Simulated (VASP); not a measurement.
Set up this calculation in VASP 6.6.1, as the native input.

- Task: relaxation of cell and atoms
- Functional: PBEsol
- Potentials or basis: VASP PAW PBE potentials, release 64 (Ni)
- Cutoff: 600 eV
- k mesh: 22 × 22 × 22
- Occupations: methfessel-paxton, width 0.1 eV
- Spin: collinear spin, ferromagnetic start
- Starting moments: [0.7] μB
- Further INCAR settings: ALGO = Normal; EDIFF = 1e-07; AMIX = 0.2; BMIX = 0.0001; IBRION = 2; EDIFFG = -0.005; NSW = 90; ISIF = 3

The structure of Ni lies in POSCAR:

```
Ni                                      
1.0
   -0.0000000000      1.7316383391      1.7316383391
    1.7316383391      0.0000000000      1.7316383391
    1.7316383391      1.7316383391      0.0000000000
  Ni            
     1
Direct
     0.0000000000000000    0.0000000000000000    0.0000000000000000
```

The input as run:

INCAR

```
PREC = Accurate
ENCUT = 600
EDIFF = 1E-7
ISMEAR = 1
SIGMA = 0.1
LREAL = F
LASPH = T
NELM = 150
ALGO = Normal
ISIF = 3
LWAVE = F
LCHARG = F
ISPIN = 2
MAGMOM = 0.7
LORBIT = 11
LMAXMIX = 4
GGA = PS
IBRION = 2
NSW = 90
EDIFFG = -0.005
AMIX = 0.2
BMIX = 1E-4
AMIX_MAG = 0.8
BMIX_MAG = 1E-4
```

KPOINTS

```
regular mesh
0
Gamma
  22 22 22
```

Potentials or basis: VASP PAW PBE potentials, release 64 (Ni).

Run with:

```sh
$ cat potpaw_PBE.64/Ni/POTCAR > POTCAR
$ mpirun -np 1 vasp_std > vasp.out
```

It gave:

* Relaxed volume: 10.38 Å³/atom
* Relaxed cell: a = 2.448 Å, b = 2.448 Å, c = 2.448 Å, α = 60.00°, β = 60.00°, γ = 60.00°
* Space group after relaxing (to 0.05 Å): Fm-3m (No. 225)
* Energy gained by relaxing: 0.0 meV/atom
* Ionic steps: 3
* Pressure after relaxing: 0.0 GPa
* Band gap on the k mesh: none (metal or under the smearing width)
* Net moment: 0.64 μB per cell
* Site moments: Ni +0.65 μB
* Valence electrons inside the program's atomic spheres: Ni 9.40

Caveat: the PAW data sets were made with another functional, which shifts forces and pressure a little.

Run time: 53 s on 1 thread of Intel(R) Xeon(R) 6975P-C (Granite Rapids) (shared host), peak memory 0.19 GiB.
